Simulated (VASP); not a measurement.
**H12CO5: single point with PBE**

H12CO5:

```
O H C
1.0
     5.30857    0.00000    0.00000
     0.00000    5.30857    0.00000
     0.00000    0.00000    5.30857
O H C
5 12 1
Direct
  0.99932 0.47617 0.35279
  0.28260 0.39457 0.89574
  0.75779 0.15443 0.61163
  0.16212 0.84810 0.61791
  0.59590 0.68450 0.17860
  0.09513 0.63399 0.44087
  0.10702 0.41407 0.21885
  0.38877 0.27974 0.78170
  0.41996 0.48032 0.01197
  0.84015 0.28482 0.49279
  0.66082 0.05280 0.48714
  0.99552 0.94477 0.64857
  0.20141 0.75107 0.77281
  0.61909 0.01592 0.99461
  0.74885 0.58040 0.21373
  0.92123 0.85767 0.02291
  0.65104 0.76250 0.78972
  0.70313 0.83149 0.97926
```

The cell was built by a generator and needn't be a form met in nature.

* Program: VASP 6.6.1
* Task: single point
* Functional: PBE
* Potentials or basis: VASP PAW PBE potentials, release 64 (O, H, C)
* Cutoff: 520 eV
* k mesh: 1 × 1 × 1
* Occupations: fermi-dirac, width 0.05 eV
* Spin: no spin polarisation

```json
{
 "Pressure": "-1.6 GPa",
 "Largest force": "2.415 eV/Å",
 "Band gap on the k mesh": "5.15 eV, direct"
}
```

Forces on the atoms (eV/Å):
```
O    0.730  1.285  0.154
O    2.383 -0.265  0.288
O   -0.630 -0.118 -1.627
O   -0.638  0.172  0.353
O    0.176 -0.334 -0.758
H   -0.808 -0.898 -0.037
H    0.323 -0.360 -0.533
H   -1.090  1.202  1.104
H   -1.197 -0.660 -1.074
H    0.226 -0.209  0.875
H    0.102  0.200  0.716
H    1.119 -0.250 -0.276
H   -0.207 -0.044 -0.622
H   -0.127  0.649  0.042
H   -0.036 -0.487  1.082
H   -2.052 -0.444 -0.760
H    0.432 -0.408 -0.014
C    1.295  0.968  1.086
```

Stress tensor (GPa, compression positive):
```
-3.85 -0.74 -2.02
-0.74  0.59 -4.72
-2.02 -4.72 -1.66
```

Levels at points of the mesh, in eV from the valence-band top:
| k point | band 20 | band 21 | band 22 | band 23 | band 24 | band 25 | band 26 | band 27 |
| --- | --- | --- | --- | --- | --- | --- | --- | --- |
| (0.00, 0.00, 0.00) | -0.60 | -0.46 | -0.17 | 0.00 | 5.15 | 7.73 | 9.14 | 9.43 |

Run time: 16 s on 1 thread of Intel(R) Xeon(R) Platinum 8488C (Sapphire Rapids) (shared host), peak memory 0.22 GiB.

A hybrid or GW would open this gap; PBE tends to underestimate it.
